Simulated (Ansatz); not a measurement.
## AlFe3 under changes of volume

One of the cells (12.033 Å³/atom); the others are scaled copies at fixed shape and fractional positions:

```
Fe Al
1.0
     0.00000    2.88714    2.88714
     2.88714    0.00000    2.88714
     2.88714    2.88714    0.00000
Fe Al
3 1
Direct
  0.75000 0.75000 0.75000
  0.25000 0.25000 0.25000
  0.50000 0.50000 0.50000
  0.00000 0.00000 0.00000
```

The cell comes from a database or a generator and needn't be the stable form of this composition.

| Quantity | Value |
| --- | --- |
| Program | Ansatz 0.2.0 |
| Functional | PBEsol |
| Potentials or basis | all-electron LAPW, scalar-relativistic |
| Cutoff | 302 eV (chosen from the basis error) |
| Basis error allowed | 0.001 eV/atom |
| k mesh | 8 × 8 × 8 |
| Occupations | fermi-dirac, width 0.05 eV |
| Spin | collinear spin, ferromagnetic start |
| Starting moments | [3.0, 3.0, 3.0, 0.0] μB |

```csv
volume (Å³/atom),energy over the lowest point (meV/atom),pressure (GPa),moment (μB per cell)
11.311,0.00,0.2,5.69
11.552,2.17,-3.3,5.87
11.792,?,?,?
12.033,22.21,-9.9,6.04
12.274,39.44,-12.7,6.12
12.514,60.64,-15.0,6.22
12.755,85.01,-16.8,6.38
```

**Question.** What does the run at 11.792 Å³/atom give?

**Answer.** Energy over the lowest point 9.63 meV/atom; pressure -6.8 GPa; moment 5.97 μB per cell.

Worked out: A Birch-Murnaghan fit of order 3 (a polynomial in V^(-2/3)) to the other rows has its minimum at 11.35 Å³/atom with B0 = V·E''(V) = 195 GPa and B' = 4.6. It gives 9.67 meV/atom at 11.792 Å³/atom, against the run's 9.63, and -dE/dV = -6.8 GPa, against -6.8. A parabola through the other rows of the moment, of slope 0.435 μB per Å³/atom there, gives 5.93 μB, against the run's 5.97.

Energies are extrapolated to zero smearing.
